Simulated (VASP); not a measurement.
Write the native input for VASP 6.6.1 that does the following.

```yaml
Task: single point
Functional: PBE
Potentials_or_basis: VASP PAW PBE potentials, release 64 (Fe, O)
Cutoff: 520 eV
k_mesh: 6 × 6 × 6
Occupations: gaussian, width 0.05 eV
Spin: collinear spin, typed start
Starting_moments: "[5.0, 5.0, 5.0, 5.0, 0.0, 0.0, 0.0, 0.0, 0.0, 0.0] μB"
Dipole_correction: no
Further_INCAR_settings: ALGO = Normal; EDIFF = 1e-06; NBANDS = 49
```

The structure of Fe2O3 (Hematite) lies in POSCAR:

```
Fe2O3
1.0
    2.3865028656      1.3778480719      4.4345385187
   -2.3865028656      1.3778480719      4.4345385187
    0.0000000000     -2.7556961438      4.4345385187
Fe O
4 6
Direct
    0.3454541917      0.3454541917      0.3454541917
    0.1545458083      0.1545458083      0.1545458083
    0.6545458083      0.6545458083      0.6545458083
    0.8454541917      0.8454541917      0.8454541917
    0.5632180984      0.9367819016      0.2500000000
    0.2500000000      0.5632180984      0.9367819016
    0.9367819016      0.2500000000      0.5632180984
    0.4367819016      0.0632180984      0.7500000000
    0.7500000000      0.4367819016      0.0632180984
    0.0632180984      0.7500000000      0.4367819016
```

One way to write it, as run:

INCAR

```
  PREC = Accurate
  ENCUT = 520
  EDIFF = 1E-6
  ISMEAR = 0
  SIGMA = 0.05
  LREAL = F
  LASPH = T
  NELM = 150
  ALGO = Normal
  ISIF = 2
  LWAVE = F
  LCHARG = F
  ISPIN = 2
  MAGMOM = 5 5 5 5 0 0 0 0 0 0
  LORBIT = 11
  LMAXMIX = 4
  GGA = PE
  NBANDS = 49
```

KPOINTS

```
regular mesh
0
Gamma
  6 6 6
```

Potentials or basis: VASP PAW PBE potentials, release 64 (Fe, O).

Launch:

```sh
$ cat potpaw_PBE.64/Fe/POTCAR potpaw_PBE.64/O/POTCAR > POTCAR
$ mpirun -np 1 vasp_std > vasp.out
```

It gave:

The pressure is 1.6 GPa and the largest force is 0.042 eV/Å. The band gap on the k mesh is none (metal or under the smearing width) and the net moment is 4.00 μB per cell. The site moments are Fe +0.94; O +0.03 μB. The valence electrons inside the program's atomic spheres are Fe 7.37; O 5.01.

Caveat: the moment fell far below its start of 5 μB, so a state of higher moment may lie lower in energy; semilocal functionals often make such compounds metallic where correlation or magnetic order opens a gap, which also shifts bond lengths.

It took 3.5 min on 1 thread of Intel(R) Xeon(R) 6975P-C (Granite Rapids), on a shared host, peak memory 0.4 GiB.
